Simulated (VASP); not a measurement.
InP: single point with HSE06

**What was measured.**

From a printed reference work, data compilation, for a bulk crystal of InP at 1.6 K: band gap 1.4236 eV (direct).

The system is InP.

```
In P
1.0
     0.00000    2.93050    2.93050
     2.93050    0.00000    2.93050
     2.93050    2.93050    0.00000
In P
1 1
Direct
  0.00000 0.00000 0.00000
  0.75000 0.75000 0.75000
```

- Program: VASP 6.6.1
- Task: single point
- Functional: HSE06
- Potentials or basis: VASP PAW PBE potentials, release 64 (In_d, P)
- Cutoff: 600 eV
- k mesh: 6 × 6 × 6
- Occupations: gaussian, width 0.01 eV
- Spin: no spin polarisation

- Pressure: 1.4 GPa
- Band gap on the k mesh: 1.52 eV, direct

Levels at points of the mesh, in eV from the valence-band top:
| k point | band 5 | band 6 | band 7 | band 8 | band 9 | band 10 | band 11 | band 12 | band 13 | band 14 |
| --- | --- | --- | --- | --- | --- | --- | --- | --- | --- | --- |
| (0.00, 0.00, 0.00) | -15.73 | -12.75 | 0.00 | 0.00 | 0.00 | 1.52 | 4.94 | 4.94 | 4.94 | 9.61 |
| (0.50, 0.00, 0.00) | -15.72 | -10.88 | -6.26 | -1.06 | -1.06 | 2.27 | 5.67 | 5.67 | 8.05 | 10.60 |
| (0.50, 0.50, 0.00) | -15.69 | -10.16 | -6.25 | -2.54 | -2.54 | 2.38 | 3.01 | 10.44 | 10.93 | 10.93 |

Run time: 41 min on 1 thread of Intel(R) Xeon(R) 6975P-C (Granite Rapids) (shared host), peak memory 0.34 GiB.

Measured gap of InP: 1.4236 eV (direct; 1.6 K; a printed reference work, data compilation). This calculation gives 1.52 eV (+0.09 eV). Spin-orbit coupling on In is left out. The value is that of HSE06, without temperature or zero-point motion.

Caveat: the PAW data sets were made with another functional, which shifts forces and pressure a little; spin-orbit coupling is left out, which moves the levels of the heavy elements.
